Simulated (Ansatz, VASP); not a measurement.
NaH in VASP and in Ansatz

File INCAR:

```
ALGO = Normal
EDIFF = 1E-7
ENCUT = 520
GGA = RE
ISIF = 2
ISMEAR = 0
LASPH = True
LCHARG = False
LREAL = False
LWAVE = False
NBANDS = 11
NELM = 100
PREC = Accurate
SIGMA = 0.01
```

The input KPOINTS:

```
k-points
0
Gamma
  6 6 6
```

The input POSCAR:

```
NaH
1.0
    0.0000000000      2.4400000000      2.4400000000
    2.4400000000      0.0000000000      2.4400000000
    2.4400000000      2.4400000000      0.0000000000
Na H
1 1
Direct
    0.0000000000      0.0000000000      0.0000000000
    0.5000000000      0.5000000000      0.5000000000
```

Input for Ansatz:

```yaml
crystal:
  lattice:
    - [0.0, 2.44, 2.44]
    - [2.44, 0.0, 2.44]
    - [2.44, 2.44, 0.0]
  atoms:
    - { symbol: Na, position: [0.0, 0.0, 0.0] }
    - { symbol: H, position: [0.5, 0.5, 0.5] }
basis:
  ecutwfc: 630.0
kpoints:
  mp_grid:
    grid: [6, 6, 6]
    shift: [0.0, 0.0, 0.0]
hamiltonian:
  xc: revpbe
scf:
  max_iter: 200
  self_checks: high
  occupations:
    method: fixed
output:
  optics:
    de: 0.1
    nscf_kmesh:
      grid: [8, 8, 8]
```

Alike in both runs: task single point; functional revPBE; k mesh 6 × 6 × 6; no spin polarisation.

|  | VASP | Ansatz |
| --- | --- | --- |
| version | VASP 6.6.1 | Ansatz 0.2.0 |
| potentials or method | VASP PAW PBE potentials, release 64 (Na_pv, H) | plane waves, PAW |
| plane-wave cutoff (eV) | 520 | 630 |
| occupations | gaussian, width 0.01 eV | fixed |
| valence electrons in the cell | 8 | 10 |

|  | VASP | Ansatz | Ansatz less VASP |
| --- | --- | --- | --- |
| gap on the k mesh at the Fermi level (eV) | 3.94 | 3.94 | +0.003 |

The two sets of potentials don't hold the same shells in valence.

 A k mesh can miss the band edges.
